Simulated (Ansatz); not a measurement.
Te2Pt: what symmetry allows forces and stress to be

```
CELL_PARAMETERS angstrom
3.94487 0.00000 0.00000
-1.97244 3.41636 0.00000
0.00000 0.00000 4.96078
ATOMIC_POSITIONS crystal
Te 0.33333 0.66667 0.23590
Te 0.66667 0.33333 0.76410
Pt 0.00000 0.00000 0.00000
```

These are results of DFT PBE, scalar-relativistic, plane waves, PAW in Ansatz, not measurements.

Settings: cutoff 420 eV, Γ-centred mesh 12×12×8 on the computed 3-atom cell, Gaussian smearing of 0.10 eV; no spin polarisation.

This distorted cell has space group P-3m1, with 12 operations.

Task: Without a calculation: in which directions can each atom feel a force?

Result: A force must be left unchanged by every operation that keeps its atom in place, so it lies in the space that those operations leave fixed. Atoms that the group maps onto each other feel forces of one size.
```csv
atom,site symmetry,operations at the site,equivalent to atom,allowed force (Cartesian)
Te1,3m.,6,1,"along (0.00, 0.00, 1.00)"
Te2,3m.,6,1,"along (0.00, 0.00, 1.00)"
Pt3,-3m.,12,3,none
```

That leaves 1 independent force component of 9. A relaxation in this cell that keeps the symmetry moves the atoms in these directions alone.

Task: And the stress tensor?

Result: It must be invariant under the point group, which leaves 2 independent components: yz, xz, xy vanish; xx = yy.

Task: Do the computed values obey this?

Result: Yes. Forces (eV/Å):
```
Te1  0.000  0.000  3.377
Te2  0.000  0.000 -3.377
Pt3  0.000  0.000  0.000
```

Stress (GPa, compression positive, xx yy zz yz xz xy): 27.60 27.60 21.79 0.00 0.00 0.00. The program imposes the same operations on density, forces and stress, so this confirms the analysis and is no independent test of the calculation.

Spin–orbit coupling is left out, which can shift energies with elements as heavy as these.